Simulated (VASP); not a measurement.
# GaSb: single point with PBEsol

**The experiment to reproduce.**

A printed reference work, data compilation reports, for a bulk crystal of GaSb at 4.2 K: band gap 0.811 eV (direct).

The system is GaSb.

```xyz
2
Lattice="0.0000 3.0590 3.0590 3.0590 0.0000 3.0590 3.0590 3.0590 0.0000" Properties=species:S:1:pos:R:3 pbc="T T T"
Sb    4.5885    4.5885    4.5885
Ga    0.0000    0.0000    0.0000
```

| Property | Result |
| --- | --- |
| Program | VASP 6.6.1 |
| Task | single point |
| Functional | PBEsol |
| Potentials or basis | VASP PAW PBE potentials, release 64 (Sb, Ga_d) |
| Cutoff | 520 eV |
| k mesh | 8 × 8 × 8 |
| Occupations | fermi-dirac, width 0.05 eV |
| Spin | no spin polarisation |

* Pressure: -0.1 GPa
* Band gap on the k mesh: none (metal or under the smearing width)

Levels at points of the mesh, in eV from the Fermi level:
```
           k point  band 7  band 8  band 9  band 10  band 11  band 12
(0.00, 0.00, 0.00)   -0.06   -0.05   -0.05    -0.05     2.70     2.70
(0.50, 0.00, 0.00)   -6.45   -1.21   -1.21     0.29     3.66     3.66
(0.50, 0.50, 0.00)   -6.89   -2.64   -2.64     0.78     1.10     8.61
```

Run time: 22 s on 1 thread of Intel(R) Xeon(R) Platinum 8375C CPU @ 2.90GHz (Ice Lake), with other jobs on the host, peak memory 0.18 GiB.

Against the measured gap of GaSb, 0.811 eV (direct; 4.2 K; a printed reference work, data compilation), the calculated 0.00 eV is off by -0.81 eV. Spin-orbit coupling on Ga, Sb is left out. The value is that of PBEsol on a finite k mesh, which can miss the band edges, without temperature or zero-point motion. Semilocal functionals fall short of measured gaps as a rule.

Caveat: the PAW data sets were made with another functional, which shifts forces and pressure a little; this crystal is a semiconductor, whose small gap the functional closes, so the metal is an error of the method. The run has no spin-orbit coupling, so splittings on Sb are missing.
